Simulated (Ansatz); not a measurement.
# AlN: the cost of one run

Method: DFT PBE, scalar-relativistic, plane waves, PAW, in Ansatz 0.2.0.

15 further runs of the same task are left out: 15 set aside as unsound or not needed. Runs told in other sessions of the task aren't counted.

### Step 1. The structure to begin with

The structure is cubic, space group F-43m (No. 216). Conventional cell: a = 4.403 Å, b = 4.403 Å, c = 4.403 Å, α = 90.00°, β = 90.00°, γ = 90.00°. Al (site symmetry -43m) is surrounded by 4 N at 1.91 Å. Around N (site symmetry -43m) lie 4 Al at 1.91 Å.

As a file:

```
Al N
1.0
     0.00000    2.20126    2.20126
     2.20126    0.00000    2.20126
     2.20126    2.20126    0.00000
Al N
1 1
Direct
  0.00000 0.00000 0.00000
  0.75000 0.75000 0.75000
```

It goes back to an entry of the Materials Project, which need not be the stable form.

It is the result of an earlier relaxation at this level (volume 10.67 Å³/atom; gap on the mesh: 3.31 eV).

### Step 2. The scan

Atoms count from 1 in the order of the input.

One atom moved over a plane, all else fixed.

- shift of Al1 along [1 1 0]: 11 values from −0.630 to 0.630 Å
- shift of Al1 along [0 0 1]: 11 values from −0.630 to 0.630 Å

Nothing else is relaxed (all other atoms fixed). Energies count from the relaxed crystal. Points are written as (first, second).

### Step 3. Point (−0.630 Å, −0.126 Å)

input.yaml reads:

```yaml
crystal:
  lattice:
    - [4.4025164325, 0.0, 0.0]
    - [0.0, -4.4025164325, 0.0]
    - [0.0, 0.0, -4.4025164325]
  atoms:
    - { symbol: Al, position: [-0.1011869641, 0.0286199954, -0.1011869641] }
    - { symbol: Al, position: [0.5, 0.5, 0.0] }
    - { symbol: Al, position: [0.5, 0.0, 0.5] }
    - { symbol: Al, position: [0.0, 0.5, 0.5] }
    - { symbol: "N", position: [0.75, 0.75, 0.75] }
    - { symbol: "N", position: [0.25, 0.25, 0.75] }
    - { symbol: "N", position: [0.25, 0.75, 0.25] }
    - { symbol: "N", position: [0.75, 0.25, 0.25] }
basis:
  ecutwfc: 420
kpoints:
  mp_grid: { grid: [6, 6, 6] }
hamiltonian:
  xc: pbe
  pseudopotentials: { kind: paw, azcp: { folder: soft_1 } }
scf:
  occupations: { method: gaussian, width: 0.05 }
output:
  forces: true
  stress: true
  eigenvalues: true
```

Command:

```
$ ansatz run input.yaml --threads 2 --pin off --max-ram 4096MiB --backend cpu --events-out ev --progress --plain --runs-dir out
```

**Question.** How long does this run take on 2 threads of Arm Neoverse N1, shared host, and how much memory does it need?

About 13 s, with a peak of 0.36 GiB.
